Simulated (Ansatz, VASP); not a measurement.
# Two plane-wave programs on Mo

```
Mo
1.0
    -1.57100    1.57100    1.57100
     1.57100   -1.57100    1.57100
     1.57100    1.57100   -1.57100
Mo
1
Cartesian
  0.0000 0.0000 0.0000
```

Alike in both runs: task relaxation of cell and atoms; functional PBE; dispersion D3(BJ); k mesh 18 × 18 × 18; occupations gaussian, width 0.1 eV; no spin polarisation.

```csv
,VASP,Ansatz
version,VASP 6.6.1,Ansatz 0.2.0
potentials or method,"VASP PAW PBE potentials, release 64 (Mo_sv)","scalar-relativistic, plane waves, PAW"
plane-wave cutoff (eV),600,420
valence electrons in the cell,14,14
```

Ansatz gave:

- gap on the k mesh at the Fermi level, each at its own relaxed structure (eV): none
- relaxed volume (Å³/atom): 15.34
- relaxed cell length with the largest relative difference (Å): 2.711
- energy change over the relaxation (meV/atom): -2

Task: What did VASP give for the same quantities?

Result: gap on the k mesh at the Fermi level, each at its own relaxed structure (eV): none; relaxed volume (Å³/atom): 15.36; relaxed cell length with the largest relative difference (Å): 2.712; energy change over the relaxation (meV/atom): -1.

A gap of «none» marks a metal or a gap that the smearing closes.

Caveats: pairwise dispersion overbinds metals, which lowers pressure and volume.
